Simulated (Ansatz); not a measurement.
**How far is PAW off for O?**

```
CELL_PARAMETERS angstrom
0.00000 2.10755 3.34485
1.47835 0.00000 3.34485
1.47835 2.10755 0.00000
ATOMIC_POSITIONS crystal
O 0.08710 0.08710 0.91290
O 0.91290 0.91290 0.08710
```

Atom numbers follow the list: O1, O2.

The cell comes from COD entry 2106877, which wasn't checked; take it as a given geometry.

Solid oxygen carries moments on its molecules; these runs leave spin out.

Levels of theory: DFT, PBE, PAW with Ansatz's default frozen-core files, scalar-relativistic (Ansatz 0.2.0); DFT, PBE, all-electron PAW with datasets made for the crystal, scalar-relativistic (Ansatz 0.2.0); DFT, PBE, all-electron LAPW, scalar-relativistic (Ansatz 0.2.0).

For PAW: a Γ-centred 12×12×12 k mesh, Fermi–Dirac smearing of 0.01 eV, cutoff 420 eV, no spin polarisation. The crystal-made all-electron datasets (AE datasets) take a cutoff of 1040 eV at this cell. LAPW targets a basis error of 0.25 meV/atom. The Ansatz runs share mesh, smearing and spin set-up. Plane-wave (PAW) pressures include the program's estimate of the Pulay term.

Stress and pressure are positive in compression.

Levels count from the Fermi level.

| quantity | PAW | AE datasets | LAPW |
| --- | --- | --- | --- |
| pressure (GPa) | 12.86 | 13.00 | 12.99 |
| stress xx (GPa) | -0.81 | -0.86 | -0.87 |
| stress yy (GPa) | -5.69 | -5.68 | -5.68 |
| stress zz (GPa) | 45.07 | 45.54 | 45.53 |
| force on O1, z (eV/Å) | 3.781 | 3.846 | 3.845 |
| highest filled level at T (eV) | -2.038 | -2.043 | -2.043 |
| lowest empty level at T (eV) | 0.336 | 0.341 | 0.341 |
| highest filled level at Z (eV) | -6.321 | -6.323 | -6.323 |
| lowest empty level at Z (eV) | 1.132 | 1.136 | 1.136 |
| highest filled level at Γ (eV) | -6.292 | -6.295 | -6.295 |
| lowest empty level at Γ (eV) | 0.591 | 0.590 | 0.590 |

PAW's pressure differs from the LAPW value by -0.13 GPa.
